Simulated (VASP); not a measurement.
# Pd (P6_3/mmc) in VASP: single point with HSE06

Aim: the single point of Pd with HSE06.

Program: VASP 6.6.1. These are calculated values, not measurements. Logs are shortened: lines on timing, memory, paths and dates and some standing lists are left out, and cuts for length are marked.

### 1 The structure

The structure is hexagonal, space group P6_3/mmc (No. 194). Conventional cell: a = 2.718 Å, b = 2.718 Å, c = 4.562 Å, α = 90.00°, β = 90.00°, γ = 120.00°. Pd (site symmetry -6m2) has 12 Pd at 2.72 to 2.77 Å as nearest neighbours.

This isn't the form of Pd at room conditions, which is fcc.

### 2 Single point, HSE06

POSCAR

```
Pd
1.0
    2.7179600000      0.0000000000      0.0000000000
   -1.3589800000      2.3538200000      0.0000000000
    0.0000000000      0.0000000000      4.5622200000
Pd
2
Direct
    0.3333300000      0.6666700000      0.2500000000
    0.6666700000      0.3333300000      0.7500000000
```

INCAR.step1

```
PREC     = Accurate       # precision mode
ENCUT    = 520            # plane-wave cutoff, eV
EDIFF    = 1E-5           # SCF threshold, eV
ISMEAR   = 0              # smearing method
SIGMA    = 0.1            # smearing width, eV
LREAL    = False          # projectors in reciprocal space
LASPH    = True           # aspherical terms in the spheres
NELM     = 60             # most SCF steps
ALGO     = Normal         # electronic algorithm
ISIF     = 2              # what is computed and relaxed
LWAVE    = True           # write WAVECAR
LCHARG   = False          # write CHGCAR
GGA      = PE             # functional
```

INCAR.step2

```
PREC     = Accurate       # precision mode
ENCUT    = 520            # plane-wave cutoff, eV
EDIFF    = 1E-7           # SCF threshold, eV
ISMEAR   = 0              # smearing method
SIGMA    = 0.1            # smearing width, eV
LREAL    = False          # projectors in reciprocal space
LASPH    = True           # aspherical terms in the spheres
NELM     = 60             # most SCF steps
ALGO     = Normal         # electronic algorithm
ISIF     = 2              # what is computed and relaxed
LWAVE    = False          # write WAVECAR
LCHARG   = False          # write CHGCAR
GGA      = PE             # functional
LHFCALC  = True           # exact exchange
HFSCREEN = 0.2            # screening, 1/A
PRECFOCK = Fast         
ISTART   = 1
```

KPOINTS

```
Automatic mesh
0
Gamma
  9 9 4
```

Potentials or basis: VASP PAW PBE potentials, release 64 (Pd).

Launch:

```console
$ cat potpaw_PBE.64/Pd/POTCAR > POTCAR
$ cp INCAR.step1 INCAR
$ mpirun -np 1 vasp_std > vasp.out
$ cp INCAR.step2 INCAR
$ mpirun -np 1 vasp_std > vasp.out
```

OUTCAR:

```text
PREC = Accurate
   ENCUT = 520
   EDIFF = 1E-7
   ISMEAR = 0
   LREAL = False
   LASPH = True
   NELM = 60
   ISIF = 2
   GGA = PE
   LHFCALC = True
   HFSCREEN = 0.2
   PRECFOCK = Fast
   ISTART = 1

 ion  position               nearest neighbor table
   1  0.333  0.667  0.250-   2 2.77   2 2.77   2 2.77   2 2.77   2 2.77   2 2.77
   2  0.667  0.333  0.750-   1 2.77   1 2.77   1 2.77   1 2.77   1 2.77   1 2.77

  LATTYP: Found a hexagonal cell.
 ALAT       =     2.7179600000
 C/A-ratio  =     1.6785456740

  Lattice vectors:

 A1 = (   2.7179600000,   0.0000000000,   0.0000000000)
 A2 = (  -1.3589800000,   2.3538200000,   0.0000000000)
 A3 = (   0.0000000000,   0.0000000000,   4.5622200000)

Analysis of symmetry for initial positions (statically):
=====================================================================
 Subroutine PRICEL returns:
 Original cell was already a primitive cell.

 Routine SETGRP: Setting up the symmetry group for a
 hexagonal supercell.

 Subroutine GETGRP returns: Found  8 space group operations
 (whereof  4 operations were pure point group operations)
 out of a pool of 24 trial point group operations.

The static configuration has the point symmetry C_2h.
 The point group associated with its full space group is D_2h.

Analysis of symmetry for dynamics (positions and initial velocities):
=====================================================================
 Subroutine PRICEL returns:
 Original cell was already a primitive cell.

 Routine SETGRP: Setting up the symmetry group for a
 hexagonal supercell.

 Subroutine GETGRP returns: Found  8 space group operations
 (whereof  4 operations were pure point group operations)
 out of a pool of 24 trial point group operations.

The dynamic configuration has the point symmetry C_2h.
 The point group associated with its full space group is D_2h.

 Subroutine INISYM returns: Found  8 space group operations
 (whereof  4 operations are pure point group operations),
 and found     1 'primitive' translations

----------------------------------------------------------------------------------------

                                     Primitive cell

  volume of cell :      29.1872

  direct lattice vectors                    reciprocal lattice vectors
     2.717960000  0.000000000  0.000000000     0.367923001  0.212420661  0.000000000
[... 104 lines left out ...]
   IMIX   =      1    mixing-type and parameters
     AMIX     =   0.40;   BMIX     =  1.00
     AMIX_MAG =   1.60;   BMIX_MAG =  1.00
  volume/ion in A,a.u.               =      14.59        98.48
  Fermi-wavevector in a.u.,A,eV,Ry     =   1.443291  2.727425 28.342156  2.083090
  Thomas-Fermi vector in A             =   2.561715
   LORBIT       =      0    0 simple, 1 ext, 2 COOP (PROOUT), +10 PAW based schemes
   GGA     = PE    functional components
   LHFCALC =     T    Hartree Fock is set to
   PRECFOCK=fast      Normal, Fast or Accurate (Low or Medium for compatibility)
   ENCUT4O =  -1.0   cutoff for four orbital integrals eV
   NKREDX  =     1    reduce k-point grid by
   NKREDY  =     1    reduce k-point grid by
   NKREDZ  =     1    reduce k-point grid by
   AEXX    =    0.2500 exact exchange contribution
   HFSCREEN=    0.2000 screening length (either q_TF or 0.3 A-1)
   HFSCREENC=   0.2000 screening length for correlation (either q_TF or 0.3 A-1)
   ENCUTFOCK=  -1.0 apply spherical cutoff to Coloumb kernel
   IVDW    =     0    specifies the selected vdW correction
   LEPSILON=     F    determine dielectric tensor
   LRPA    =     F    only Hartree local field effects (RPA)
 non-spin polarized calculation
 Gauss-broadening in eV      SIGMA  =   0.10
  energy-cutoff  :      520.00
  volume of cell :       29.19
 maximum number of plane-waves:       804
  NGX = 12; NGY = 12; NGZ = 20

 number of electron      19.9999998 magnetization

 Free energy of the ion-electron system (eV)
  ---------------------------------------------------
  ext. energy  EPLUGINS =         0.00000000
  ---------------------------------------------------
  free energy    TOTEN  =       -11.90522021 eV

  energy without entropy =      -11.87958727  energy(sigma->0) =      -11.89240374

 E-fermi :   9.2085     XC(G=0): -10.7520

 val. band max:        9.1721082916   @ k =  -0.4444   0.4444   0.0000
 cond. band min:       9.2247004498   @ k =   0.2222   0.2222   0.5000
 fundamental gap:      0.0525921582
 Fermi energy:         9.2084946648

 k-point     1 :       0.0000    0.0000    0.0000
  band No.  band energies     occupation
      1       1.6826      2.00000
      2       3.2395      2.00000
      3       5.6810      2.00000
      4       5.9198      2.00000
      5       5.9200      2.00000
      6       6.2949      2.00000
      7       6.2951      2.00000
      8       7.0362      2.00000
      9       7.0362      2.00000
     10       8.7011      2.00000
     11       8.7014      2.00000
     12      10.6258      0.00000
     13      17.6769      0.00000
     14      28.0201      0.00000
[... 377 lines left out ...]
      1       3.8687      2.00000
      2       4.2759      2.00000
      3       4.6585      2.00000
      4       5.5871      2.00000
      5       5.8428      2.00000
      6       6.0356      2.00000
      7       6.7773      2.00000
      8       8.2779      2.00000
      9       8.5311      2.00000
     10       9.1619      1.49051
     11      13.7378      0.00000
     12      17.2078      0.00000
     13      19.9768      0.00000
     14      21.3776      0.00000

 [... further k-points ...]

------------------------ aborting loop because EDIFF is reached ----------------------------------------

  FORCE on cell =-STRESS in cart. coord.  units (eV):
  Direction    XX          YY          ZZ          XY          YZ          ZX
  --------------------------------------------------------------------------------------
  -------------------------------------------------------------------------------------
  Total        0.7995359      0.7964576      1.2421380     -0.0026644      0.0000000      0.0000000
  in kB       43.8890310     43.7200582     68.1848505     -0.1462572      0.0000000      0.0000000
  external PRESSURE =      51.9313132 kB  Pullay stress =       0.0000000 kB

 VOLUME and BASIS-vectors are now :
 -----------------------------------------------------------------------------
  energy-cutoff  :      520.00
  volume of cell :       29.19
      direct lattice vectors                 reciprocal lattice vectors
     2.717960000  0.000000000  0.000000000     0.367923001  0.212420661  0.000000000
    -1.358980000  2.353820000  0.000000000     0.000000000  0.424841322  0.000000000
     0.000000000  0.000000000  4.562220000     0.000000000  0.000000000  0.219191534

 POSITION                                       TOTAL-FORCE (eV/Angst)
 -----------------------------------------------------------------------------------
     -0.00001      1.56922      1.14055        -0.000214      0.000123     -0.000000
      1.35899      0.78460      3.42166         0.000214     -0.000123      0.000000
 -----------------------------------------------------------------------------------
    total drift:                               -0.000000      0.000000      0.000000

  FREE ENERGIE OF THE ION-ELECTRON SYSTEM (eV)
  ---------------------------------------------------
  free  energy   TOTEN  =       -11.9052202103 eV

  energy  without entropy=      -11.8795872693  energy(sigma->0) =      -11.89240374
```

OUTCAR.step1:

```text
PREC = Accurate
   ENCUT = 520
   EDIFF = 1E-5
   ISMEAR = 0
   LREAL = False
[... 634 lines left out ...]
     -0.00001      1.56922      1.14055         0.000028     -0.000016     -0.000000
      1.35899      0.78460      3.42166        -0.000028      0.000016      0.000000
 -----------------------------------------------------------------------------------
    total drift:                                0.000000      0.000000      0.000000

  FREE ENERGIE OF THE ION-ELECTRON SYSTEM (eV)
  ---------------------------------------------------
  free  energy   TOTEN  =       -10.3277231128 eV

  energy  without entropy=      -10.2913798201  energy(sigma->0) =      -10.30955147
```

OSZICAR.step1:

```text
N       E                     dE             d eps       ncg     rms          rms(c)
DAV:   1     0.111806389666E+03    0.11181E+03   -0.10752E+04  2100   0.141E+03
DAV:   2    -0.921352647246E+01   -0.12102E+03   -0.11542E+03  2238   0.292E+02
DAV:   3    -0.108716774422E+02   -0.16582E+01   -0.16307E+01  2568   0.396E+01
DAV:   4    -0.108812154451E+02   -0.95380E-02   -0.95375E-02  2430   0.277E+00
DAV:   5    -0.108813531255E+02   -0.13768E-03   -0.13768E-03  2502   0.367E-01    0.115E+01
DAV:   6    -0.103597607999E+02    0.52159E+00   -0.13684E+00  2208   0.131E+01    0.567E+00
DAV:   7    -0.103340462845E+02    0.25715E-01   -0.18015E-02  2472   0.132E+00    0.264E+00
DAV:   8    -0.103277248732E+02    0.63214E-02   -0.24595E-03  2214   0.437E-01    0.124E-01
DAV:   9    -0.103277140573E+02    0.10816E-04   -0.32437E-05  2530   0.549E-02    0.198E-02
DAV:  10    -0.103277241996E+02   -0.10142E-04   -0.38369E-06  1218   0.200E-02    0.964E-03
DAV:  11    -0.103277231128E+02    0.10868E-05   -0.40023E-07  1164   0.793E-03
   1 F= -.10327723E+02 E0= -.10309551E+02  d E =-.363433E-01
```

Wall time 2 h (1 thread of Intel Xeon Platinum 8488C (Sapphire Rapids), shared host); peak memory 0.27 GiB.

Results:

```
Free energy            : -11.9052 eV
Pressure               : 5.2 GPa
Band gap on the k mesh : none (metal or under the smearing width)
```

Levels at points of the mesh, in eV from the Fermi level:
```tsv
k point	band 6	band 7	band 8	band 9	band 10	band 11	band 12	band 13	band 14
(0.00, 0.00, 0.00)	-2.91	-2.91	-2.17	-2.17	-0.51	-0.51	1.42	8.47	18.81
(0.00, 0.00, 0.50)	-3.34	-3.10	-3.10	-1.06	-1.06	-1.06	-1.06	15.72	15.72
```

Caveat: the PAW data sets were made with another functional, which shifts forces and pressure a little.
